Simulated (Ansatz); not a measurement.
# PbSe: the cost of one run

Computed with Ansatz 0.2.0 (DFT PBE, scalar-relativistic, plane waves, PAW, unless a step names another level, unless a step's input says otherwise).

## 1. Starting point

Symmetry: Fm-3m, No. 225, cubic system. Conventional cell: a = 6.218 Å, b = 6.218 Å, c = 6.218 Å, α = 90.00°, β = 90.00°, γ = 90.00°. Around Pb (site symmetry m-3m) lie 6 Se at 3.11 Å. Se (site symmetry m-3m) is surrounded by 6 Pb at 3.11 Å.

Structure file:

```cif
data_structure
_symmetry_space_group_name_H-M 'P 1'
_symmetry_Int_Tables_number 1
_cell_length_a 4.3968
_cell_length_b 4.3968
_cell_length_c 4.3968
_cell_angle_alpha 120.007
_cell_angle_beta 90.001
_cell_angle_gamma 119.992
_cell_volume 60.10
loop_
_atom_site_label
_atom_site_type_symbol
_atom_site_fract_x
_atom_site_fract_y
_atom_site_fract_z
_atom_site_occupancy
Pb1 Pb 0.50207 0.00207 0.50000 1
Se1 Se 0.00114 0.00114 0.00000 1
```

It is the end of an earlier relaxation with the same method, from a generated guess; it needn't be the stable form of this composition. At a tolerance of 0.02 Å it has space group Fm-3m (No. 225); it has 30.05 Å³/atom, an uncorrected energy of -0.57 eV/atom over the elements.

## 2. Electronic structure at the relaxed geometry

input.yaml

```yaml
crystal:
  lattice:
    - [-2.1981705556, 3.1089500701, 2.1986589638]
    - [2.1981705556, -3.1089500701, 2.1986589638]
    - [2.1981705556, 3.1089500701, -2.1986589638]
  atoms:
    - { symbol: Pb, position: [0.5020710672, 0.0020710672, 0.5] }
    - { symbol: Se, position: [1.0011407801, 1.0011407801, 0.0] }
basis:
  ecutwfc: 420
kpoints:
  mp_grid: { grid: [12, 12, 12] }
  band_path:
    path:
      - [[0.0, 0.0, 0.0], [0.5, -0.5, 0.5], [0.37497849, -0.37497849, 0.62502151]]
      - [[-0.37497849, 0.37497849, 0.37497849], [0.0, 0.0, 0.0], [0.37503404, 0.37503404, -0.37503404]]
      - [[0.62496596, -0.37503404, 0.37503404], [0.5, -0.5, 0.5]]
      - [[0.0, 0.0, 0.0], [0.0, 0.5, 0.0], [0.25, 0.25, 0.25], [0.5, 0.0, 0.0], [0.0, 0.0, 0.0], [0.0, 0.0, 0.5], [0.25, 0.25, 0.25]]
    npoints: 14
hamiltonian:
  xc: pbe
scf:
  occupations: { method: gaussian, width: 0.02 }
  n_extra_bands: 6
output:
  forces: true
  stress: true
  eigenvalues: true
  populations: true
  dos: { projected: true, de: 0.02, nscf_kmesh: { grid: [18, 18, 18] } }
  bader: true
  write_density: true
  write_potential: true
  elf: true
  volumetric_format: npy
```

Run with:

```console
ansatz run input.yaml --threads 1 --pin off --max-ram 2560MiB --backend cpu --events-out ev --progress --plain --runs-dir out
```

**Question.** How long does this run take on 1 thread of Arm Neoverse V2, shared host, and how much memory does it need?

About 1.8 min, with a peak of 0.84 GiB.
